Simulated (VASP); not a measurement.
A calculation with VASP 6.6.1 of CsI (native input, structure from a POSCAR):

File INCAR:

```
SYSTEM = CsI
  PREC = Accurate
  ENCUT = 500
  EDIFF = 1E-7
  ISMEAR = 0
  SIGMA = 0.1
  LREAL = .FALSE.
  LASPH = .TRUE.
  NELM = 100
  ALGO = Normal
  ISIF = 2
  LWAVE = .FALSE.
  LCHARG = .TRUE.
  GGA = RP
  LELF = .TRUE.
  LVHAR = .TRUE.
  NBANDS = 15
```

File KPOINTS:

```
regular mesh
0
G
  6 6 6
  0 0 0
```

The input POSCAR:

```
CsI
1.0
    4.5667000000      0.0000000000      0.0000000000
    0.0000000000      4.5667000000      0.0000000000
    0.0000000000      0.0000000000      4.5667000000
Cs I
1 1
Cartesian
    0.0000000000      0.0000000000      0.0000000000
    2.2833500000      2.2833500000      2.2833500000
```

Potentials or basis: VASP PAW PBE potentials, release 64 (Cs_sv, I).

Run with:

```sh
$ cat potpaw_PBE.64/Cs_sv/POTCAR potpaw_PBE.64/I/POTCAR > POTCAR
$ mpirun -np 1 vasp_std > vasp.out
```

Q: Write the same calculation in another form: ASE script, structure by space group and Wyckoff sites.

A: As run:

File run.py:

```python
from ase.calculators.vasp import Vasp
from ase.dft.bandgap import bandgap
from ase.spacegroup import crystal

atoms = crystal(
    ['Cs', 'I'],
    basis=[[0.0, 0.0, 0.0], [0.5, 0.5, 0.5]],
    spacegroup=221,
    setting=1,
    cellpar=[4.5667, 4.5667, 4.5667, 90.0, 90.0, 90.0],
    primitive_cell=True,
)
calc = Vasp(
    directory='calc',
    xc='rpbe',
    pp='PBE',
    setups='minimal',
    prec='Accurate',
    encut=500,
    ediff=1e-07,
    ismear=0,
    sigma=0.1,
    lreal=False,
    lasph=True,
    nelm=60,
    algo='Normal',
    isif=2,
    lwave=False,
    lcharg=False,
    kpts=[6, 6, 6],
    gamma=True,
)
atoms.calc = calc

print('energy (eV):', atoms.get_potential_energy())
print('free energy (eV):', atoms.get_potential_energy(force_consistent=True))
print('forces (eV/A):')
print(atoms.get_forces())
print('stress (eV/A^3, Voigt):', atoms.get_stress())
print('Fermi level (eV):', calc.get_fermi_level())
gap, top, bottom = bandgap(calc)
print('band gap (eV):', gap, 'from (spin, k, band)', top, 'to', bottom)
```

Potentials or basis: VASP PAW PBE potentials, release 64 (Cs_sv, I).

Command:

```sh
$ python run.py
```

Both were run:

|  | native input, structure from a POSCAR | ASE script, structure by space group and Wyckoff sites |
| --- | --- | --- |
| Pressure | 2.1 GPa | 2.1 GPa |
| Band gap on the k mesh | 4.16 eV, indirect (least direct gap 4.24 eV) | 4.16 eV, indirect (least direct gap 4.24 eV) |

Keys that steer only the numerical path or the files written may differ.

Caveat: the PAW data sets were made with another functional, which shifts forces and pressure a little; spin-orbit coupling is left out, which moves the levels of the heavy elements.
